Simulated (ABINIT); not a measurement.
# Si2Mo (I4/mmm) in ABINIT: a series of runs, part 2 of 3

ABINIT 10.8.3 (patched build).

**3. Single point, PBE (cell relaxed)**

Input file run.abi:

```
pp_dirpath "./"
pseudos "Mo.upf, Si.upf"

acell 3*1.0 Angstrom
rprim
    -1.6090786900     1.6090786900     3.9359293200
     1.6090786900    -1.6090786900     3.9359293200
     1.6090786900     1.6090786900    -3.9359293200
ntypat 2
znucl 42 14
natom 3
typat 1 2 2
xred
     0.0000000000     0.0000000000     0.0000000000
     0.6647422400     0.6647422400     0.0000000000
     0.3352577600     0.3352577600     0.0000000000
chkprim 0
chksymtnons 0
tolsym 1.0e-6

ecut 40.0

kptopt 1
ngkpt 9 9 9
nshiftk 1
shiftk 0.0 0.0 0.0

ixc 11

nband 15
occopt 3
tsmear 0.05 eV

nstep 100
tolvrs 1.0e-10

iomode 3
prtwf 0
prteig 0
prtebands 0
enunit 1
prtden 1
prtvha 1
prtvclmb 1
prtpot 1
prtelf 1
```

Potentials or basis: PseudoDojo NC SR PBE v0.4.1 standard.

On the command line:

```sh
$ mpirun --bind-to none -np 4 abinit run.abi > log 2>&1
```

run.abo:

```text
.Version 10.8.3 of ABINIT
 Symmetries : space group I4/m m m (#139); Bravais tI (body-center tetrag.)
================================================================================
 Values of the parameters that define the memory need of the present run
     intxc =       0    ionmov =       0      iscf =       7    lmnmax =       6
     lnmax =       6     mgfft =      50  mpssoang =       3    mqgrid =    3001
     natom =       3  nloc_mem =       1    nspden =       1   nspinor =       1
    nsppol =       1      nsym =      16    n1xccc =    2501    ntypat =       2
    occopt =       3   xclevel =       2
       mpw =        3349          nfft =      125000          nkpt =          75
================================================================================
================================================================================

--------------------------------------------------------------------------------
------------- Echo of variables that govern the present computation ------------
--------------------------------------------------------------------------------
 -outvars: echo values of preprocessed input variables --------
            acell      1.8897261259E+00  1.8897261259E+00  1.8897261259E+00 Bohr
              amu      9.59400000E+01  2.80855000E+01
          chkprim           0
      chksymtnons           0
             ecut      4.00000000E+01 Hartree
           enunit           1
                       outvar_i_n : Printing only first  50 k-points.
              ixc          11
                       outvar_i_n : Printing only first  50 k-points.
         kptrlatt        9    0    0      0    9    0      0    0    9
          kptrlen      5.47329247E+01
            natom           3
            nband          15
            ngfft          50      50      50
             nkpt          75
            nstep         100
             nsym          16
           ntypat           2
                       prtocc : prtvol=0, do not print more k-points.
           occopt           3
        prtebands           0
           prteig           0
           prtelf           1
           prtpot           1
         prtvclmb           1
           prtvha           1
            prtwf           0
            rprim     -1.6090786900E+00  1.6090786900E+00  3.9359293200E+00
                       1.6090786900E+00 -1.6090786900E+00  3.9359293200E+00
                       1.6090786900E+00  1.6090786900E+00 -3.9359293200E+00
          spgroup         139
           tolsym      1.00000000E-06
           tolvrs      1.00000000E-10
           tsmear      1.83746611E-03 Hartree
            typat      1  2  2
                       outvars : Printing only first  50 k-points.
           xangst      0.0000000000E+00  0.0000000000E+00  0.0000000000E+00
                      -9.9983395520E-17  4.7442568115E-17  5.2327569453E+00
                      -2.8858114683E-17  2.3595426889E-18  2.6391016947E+00
            xcart      0.0000000000E+00  0.0000000000E+00  0.0000000000E+00
                      -1.8894123467E-16  8.9653460447E-17  9.8884775101E+00
                      -5.4533933262E-17  4.4588894644E-18  4.9871794214E+00
             xred      0.0000000000E+00  0.0000000000E+00  0.0000000000E+00
                       6.6474224000E-01  6.6474224000E-01 -1.6326369783E-17
                       3.3525776000E-01  3.3525776000E-01 -8.2340820742E-18
            znucl       42.00000   14.00000

================================================================================

 chkinp: Checking input parameters for consistency.

================================================================================
== DATASET  1 ==================================================================

--- !DatasetInfo
iteration_state: {dtset: 1, }
dimensions: {natom: 3, nkpt: 75, mband: 15, nsppol: 1, nspinor: 1, nspden: 1, mpw: 3349, }
[... 88 lines left out ...]
- [  0.00000000E+00,   5.14504345E-07,   0.00000000E+00, ]
- [  0.00000000E+00,   0.00000000E+00,   5.82479274E-07, ]
pressure_GPa:  -1.5804E-02
xred      :
- [  0.0000E+00,   0.0000E+00,   0.0000E+00, Mo]
- [  6.6474E-01,   6.6474E-01,  -1.6326E-17, Si]
- [  3.3526E-01,   3.3526E-01,  -8.2341E-18, Si]
cartesian_forces: # hartree/bohr
- [  9.28544877E-23,   9.28544877E-23,  -0.00000000E+00, ]
- [  1.03805646E-23,   1.03805646E-23,  -1.62081101E-06, ]
- [ -1.03235052E-22,  -1.03235052E-22,   1.62081101E-06, ]
force_length_stats: {min:   1.31316076E-22, max:   1.62081101E-06, mean:   1.08054068E-06, }
...

 Integrated electronic density in atomic spheres:
 ------------------------------------------------
 Atom  Sphere_radius  Integrated_density
    1        2.00000         10.60334509
    2        2.00000          1.76640583
    3        2.00000          1.76640583
================================================================================

 ----iterations are completed or convergence reached----

 Mean square residual over all n,k,spin=   66.297E-07; max=  14.300E-04
 reduced coordinates (array xred) for    3 atoms
       0.000000000000      0.000000000000      0.000000000000
       0.664742240000      0.664742240000     -0.000000000000
       0.335257760000      0.335257760000     -0.000000000000
 rms dE/dt=  9.8431E-06; max dE/dt=  1.2055E-05; dE/dt below (all hartree)
    1       0.000000000000      0.000000000000      0.000000000000
    2       0.000012055314      0.000012055314     -0.000012055314
    3      -0.000012055314     -0.000012055314      0.000012055314

 cartesian coordinates (angstrom) at end:
    1      0.00000000000000     0.00000000000000     0.00000000000000
    2     -0.00000000000000     0.00000000000000     5.23275694531695
    3     -0.00000000000000     0.00000000000000     2.63910169468305

 cartesian forces (hartree/bohr) at end:
    1      0.00000000000000     0.00000000000000    -0.00000000000000
    2      0.00000000000000     0.00000000000000    -0.00000162081101
    3     -0.00000000000000    -0.00000000000000     0.00000162081101
 frms,max,avg= 7.6405764E-07 1.6208110E-06   0.000E+00  0.000E+00  0.000E+00 h/b

 cartesian forces (eV/Angstrom) at end:
    1      0.00000000000000     0.00000000000000    -0.00000000000000
    2      0.00000000000000     0.00000000000000    -0.00008334545340
    3     -0.00000000000000    -0.00000000000000     0.00008334545340
 frms,max,avg= 3.9289424E-05 8.3345453E-05   0.000E+00  0.000E+00  0.000E+00 e/A
 length scales=  1.889726125908  1.889726125908  1.889726125908 bohr
              =  1.000000000000  1.000000000000  1.000000000000 angstroms
 Fermi (or HOMO) energy (eV) =  12.34719   Average Vxc (eV)= -12.31738
 Eigenvalues (   eV  ) for nkpt=  75  k points:
 kpt#   1, nband= 15, wtk=  0.00137, kpt=  0.0000  0.0000  0.0000 (reduced coord)
 -48.33664  -22.47798  -22.40687  -22.40687   -0.90795    6.10290    8.99072    9.42449
   9.82928    9.82928   12.76866   15.49574   15.68109   15.87565   15.95781
 prteigrs : prtvol=0 or 1, do not print more k-points.

--- !EnergyTerms
iteration_state     : {dtset: 1, }
comment             : Components of total free energy in Hartree
kinetic             :  2.56616851386371E+01
hartree             :  1.51337203104211E+01
xc                  : -1.35711635048879E+01
Ewald energy        : -6.24468974336992E+01
psp_core            :  2.77066712871266E+00
local_psp           : -5.60024282167897E+01
non_local_psp       :  9.65862324849294E+00
internal            : -7.87957933291131E+01
'-kT*entropy'       : -7.71898254577663E-05
total_energy        : -7.87958705189385E+01
total_energy_eV     : -2.14414486727914E+03
band_energy         : -4.57705817488925E+00
...

 Cartesian components of stress tensor (hartree/bohr^3)
  sigma(1 1)=  5.14504345E-07  sigma(3 2)=  0.00000000E+00
  sigma(2 2)=  5.14504345E-07  sigma(3 1)=  0.00000000E+00
  sigma(3 3)=  5.82479274E-07  sigma(2 1)=  0.00000000E+00

-Cartesian components of stress tensor (GPa)         [Pressure= -1.5804E-02 GPa]
- sigma(1 1)=  1.51372405E-02  sigma(3 2)=  0.00000000E+00
- sigma(2 2)=  1.51372405E-02  sigma(3 1)=  0.00000000E+00
- sigma(3 3)=  1.71371319E-02  sigma(2 1)=  0.00000000E+00

== END DATASET(S) ==============================================================
================================================================================

 -outvars: echo values of variables after computation  --------
            acell      1.8897261259E+00  1.8897261259E+00  1.8897261259E+00 Bohr
           etotal     -7.8795870519E+01
            fcart      9.2854487696E-23  9.2854487696E-23 -0.0000000000E+00
                       1.0380564609E-23  1.0380564609E-23 -1.6208110142E-06
                      -1.0323505230E-22 -1.0323505230E-22  1.6208110142E-06
            rprim     -1.6090786900E+00  1.6090786900E+00  3.9359293200E+00
                       1.6090786900E+00 -1.6090786900E+00  3.9359293200E+00
                       1.6090786900E+00  1.6090786900E+00 -3.9359293200E+00
           strten      5.1450434545E-07  5.1450434546E-07  5.8247927385E-07
                       0.0000000000E+00  0.0000000000E+00  0.0000000000E+00
           xangst      0.0000000000E+00  0.0000000000E+00  0.0000000000E+00
                      -9.9983395520E-17  4.7442568115E-17  5.2327569453E+00
                      -2.8858114683E-17  2.3595426889E-18  2.6391016947E+00
             xred      0.0000000000E+00  0.0000000000E+00  0.0000000000E+00
                       6.6474224000E-01  6.6474224000E-01 -1.6326369783E-17
                       3.3525776000E-01  3.3525776000E-01 -8.2340820742E-18
 Calculation completed.
```

Wall time 46 s (4 MPI ranks of Arm Neoverse V2, shared host); peak memory 0.4 GiB.

Results:

| Quantity | Value |
| --- | --- |
| Free energy | -2144.1449 eV |
| Pressure | 0.0 GPa |
| Band gap on the k mesh | none (metal or under the smearing width) |
| Valence electrons inside the program's atomic spheres | Mo 10.60; Si 1.77 |

Levels at points of the mesh, in eV from the Fermi level:
| k point | band 9 | band 10 | band 11 | band 12 | band 13 | band 14 |
| --- | --- | --- | --- | --- | --- | --- |
| (0.00, 0.00, 0.00) | -2.52 | -2.52 | 0.42 | 3.15 | 3.33 | 3.53 |

**4. Single point, PBE**

Input file run.abi:

```
# Pseudopotentials
pp_dirpath "./"
pseudos "Mo.upf, Si.upf"

# Structure
acell 3*1.0 Angstrom
rprim
    -1.6000000000     1.6000000000     3.9305000000
     1.6000000000    -1.6000000000     3.9305000000
     1.6000000000     1.6000000000    -3.9305000000
ntypat 2
znucl 42 14
natom 3
typat 1 2 2
xcart
     0.0000000000     0.0000000000     0.0000000000
     0.0000000000     0.0000000000     9.9083764228
     0.0000000000     0.0000000000     4.9467606429

# Plane-wave basis
ecut 35.0

# k points
kptopt 1
ngkpt 9 9 9
nshiftk 1
shiftk 0.0 0.0 0.0

# Exchange and correlation
ixc 11

# Bands and occupations
nband 15
occopt 3
tsmear 0.00183747

# SCF cycle
nstep 100
tolvrs 1.0e-10

# Output
iomode 3
prtwf 0
prtden 0
prteig 0
prtebands 0
enunit 1
```

Potentials or basis: PseudoDojo NC SR PBE v0.4.1 standard.

On the command line:

```sh
$ abinit run.abi > log 2>&1
```

run.abo:

```text
.Version 10.8.3 of ABINIT
 Symmetries : space group I4/m m m (#139); Bravais tI (body-center tetrag.)
================================================================================
 Values of the parameters that define the memory need of the present run
     intxc =       0    ionmov =       0      iscf =       7    lmnmax =       6
     lnmax =       6     mgfft =      48  mpssoang =       3    mqgrid =    3001
     natom =       3  nloc_mem =       1    nspden =       1   nspinor =       1
    nsppol =       1      nsym =      16    n1xccc =    2501    ntypat =       2
    occopt =       3   xclevel =       2
       mpw =        2711          nfft =      110592          nkpt =          75
================================================================================
================================================================================

--------------------------------------------------------------------------------
------------- Echo of variables that govern the present computation ------------
--------------------------------------------------------------------------------
 -outvars: echo values of preprocessed input variables --------
            acell      1.8897261259E+00  1.8897261259E+00  1.8897261259E+00 Bohr
              amu      9.59400000E+01  2.80855000E+01
             ecut      3.50000000E+01 Hartree
           enunit           1
                       outvar_i_n : Printing only first  50 k-points.
              ixc          11
                       outvar_i_n : Printing only first  50 k-points.
         kptrlatt        9    0    0      0    9    0      0    0    9
[... 184 lines left out ...]
local_psp           : -5.56375483247812E+01
non_local_psp       :  9.66278327026318E+00
internal            : -7.87951616906811E+01
'-kT*entropy'       : -1.07020983158978E-04
total_energy        : -7.87952687116642E+01
total_energy_eV     : -2.14412849126896E+03
band_energy         : -4.43662574291319E+00
...

 Cartesian components of stress tensor (hartree/bohr^3)
  sigma(1 1)= -8.42545660E-05  sigma(3 2)=  0.00000000E+00
  sigma(2 2)= -8.42545660E-05  sigma(3 1)=  0.00000000E+00
  sigma(3 3)= -3.41604385E-05  sigma(2 1)=  0.00000000E+00

-Cartesian components of stress tensor (GPa)         [Pressure=  1.9876E+00 GPa]
- sigma(1 1)= -2.47885491E+00  sigma(3 2)=  0.00000000E+00
- sigma(2 2)= -2.47885491E+00  sigma(3 1)=  0.00000000E+00
- sigma(3 3)= -1.00503480E+00  sigma(2 1)=  0.00000000E+00

== END DATASET(S) ==============================================================
================================================================================

 -outvars: echo values of variables after computation  --------
            acell      1.8897261259E+00  1.8897261259E+00  1.8897261259E+00 Bohr
           etotal     -7.8795268712E+01
            fcart     -0.0000000000E+00  2.8912057933E-19 -0.0000000000E+00
                      -3.2746453394E-19 -9.0570569260E-19 -5.8916943303E-03
                       3.2746453394E-19  6.1658511327E-19  5.8916943303E-03
            rprim     -1.6000000000E+00  1.6000000000E+00  3.9305000000E+00
                       1.6000000000E+00 -1.6000000000E+00  3.9305000000E+00
                       1.6000000000E+00  1.6000000000E+00 -3.9305000000E+00
           strten     -8.4254566028E-05 -8.4254566028E-05 -3.4160438523E-05
                       0.0000000000E+00  0.0000000000E+00  0.0000000000E+00
           xangst      0.0000000000E+00  0.0000000000E+00  0.0000000000E+00
                      -6.9070602177E-17  6.9070602177E-17  5.2432869991E+00
                      -1.9747239793E-17  1.9747239793E-17  2.6177130009E+00
             xred      0.0000000000E+00  0.0000000000E+00  0.0000000000E+00
                       6.6699999989E-01  6.6699999989E-01  0.0000000000E+00
                       3.3300000011E-01  3.3300000011E-01  0.0000000000E+00
 Calculation completed.
```

It took 2.1 min on 1 thread of Arm Neoverse V2, shared host; peak memory 0.13 GiB.

Results:

```
Free energy                                           : -2144.1285 eV
Pressure                                              : 2.0 GPa
Largest force                                         : 0.303 eV/Å
Band gap on the k mesh                                : none (metal or under the smearing width)
Valence electrons inside the program's atomic spheres : Mo 10.61; Si 1.77
```

Forces on the atoms (eV/Å):
```
Mo   0.000  0.000  0.000
Si   0.000  0.000 -0.303
Si   0.000  0.000  0.303
```

(Part 2 of 3 ends here.)
